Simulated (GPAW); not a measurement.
# AlN in GPAW: convergence with bands over plane waves of the response

Input of the first run (bands over plane waves of the response 0.15); the others differ in this setting and in those tied to it:

File run.py:

```python
import json
import numpy as np
from ase.dft.bandgap import bandgap
from ase.io import read, write
from gpaw import GPAW, PW
from gpaw.response.g0w0 import G0W0

atoms = read('AlN.cif')

calc = GPAW(mode=PW(600),
            xc='PBE',
            kpts={'size': (4, 4, 3), 'gamma': True},
            occupations={'name': 'fermi-dirac', 'width': 0.001},
            nbands=18,
            convergence={'density': 1e-06},
            maxiter=150,
            txt='gpaw.txt')
atoms.calc = calc
energy = atoms.get_potential_energy()
calc.write('gs.gpw')
write('result.traj', atoms)
print(f'Energy: {energy:.6f} eV')
print('Fermi level:', round(calc.get_fermi_level(), 4), 'eV')
print(f'Gap: {bandgap(calc)[0]:.4f} eV, direct: {bandgap(calc, direct=True)[0]:.4f} eV')

calc.diagonalize_full_hamiltonian(nbands=22)
calc.write('full.gpw', mode='all')

ibz = calc.get_ibz_k_points()
gap, vbm, cbm = bandgap(calc, output=None)
gap, direct, _ = bandgap(calc, direct=True, output=None)
gamma = int(np.abs(ibz).sum(1).argmin())
kpts = sorted({gamma, vbm[1], cbm[1], direct[1]})
gw = G0W0(calc='full.gpw',
          filename='gw',
          ecut=120,
          ecut_extrapolation=False,
          relbands=(-1, 1),
          kpts=kpts,
          integrate_gamma='WS',
          nbands=18,
          ppa=True)
gw.calculate()
results = {mode: {key: np.asarray(r[key]).tolist() for key in ['f', 'eps', 'vxc', 'exx', 'sigma', 'Z', 'qp', 'sigma_eskn']}
           for mode, r in gw.all_results.items()}
json.dump({'kpts': ibz[kpts].tolist(), 'results': results}, open('gw.json', 'w'))
for mode, r in results.items():
    f, qp = np.array(r['f']), np.array(r['qp'])
    print(mode, 'quasiparticle energies (eV):')
    print(qp.round(3))
    print(mode, 'gap:', round(qp[f < 0.5].min() - qp[f > 0.5].max(), 4), 'eV')
```

File AlN.cif:

```cif
data_AlN
_cell_length_a 3.11300000
_cell_length_b 3.11300000
_cell_length_c 4.98100000
_cell_angle_alpha 90.00000000
_cell_angle_beta 90.00000000
_cell_angle_gamma 120.00000000
_space_group_name_H-M_alt 'P1'
_space_group_name_Hall 'P 1'
_space_group_IT_number 1
loop_
_space_group_symop_operation_xyz
'x,y,z'
loop_
_atom_site_label
_atom_site_type_symbol
_atom_site_symmetry_multiplicity
_atom_site_Wyckoff_symbol
_atom_site_fract_x
_atom_site_fract_y
_atom_site_fract_z
_atom_site_occupancy
Al1 Al 1 a 0.6666666667 0.3333333333 0.5000000000 1
Al2 Al 1 a 0.3333333333 0.6666666667 0.0000000000 1
N1 N 1 a 0.6666666667 0.3333333333 0.8800000000 1
N2 N 1 a 0.3333333333 0.6666666667 0.3800000000 1
```

Potentials or basis: GPAW PAW data sets (gpaw-data 1.2.1), pw.

Command:

```sh
$ OMP_NUM_THREADS=1 python run.py
```

Hardware: 1 thread of Arm Neoverse V1, on a shared host.

The values tried are 0.15, 0.25, 0.4, 0.6, 0.8, 1, 1.4, loosest first. From which on does the quasiparticle gap at the points computed stay within 0.05 eV of the tightest run that finished?

From 0.8 on.

```csv
bands over plane waves of the response,quasiparticle gap at the points computed (eV),SCF cycles,CPU time (s),peak memory (GiB)
0.15,5.727,12,40,0.37
0.25,5.597,12,49,0.4
0.4,5.628,12,55,0.4
0.6,5.675,12,67,0.4
0.8,5.712,12,80,0.41
1,5.734,12,96,0.4
1.4,5.751,12,120,0.41
```

The tightest run that finished is the yardstick and may itself not be fully converged.

Caveat, for the tightest run too: the k mesh is coarse (spacing up to 0.58 Å⁻¹), so the values aren't converged; the quasiparticle gap is taken among the few k points that were corrected; the long-wavelength limit can be off by a per cent or two.
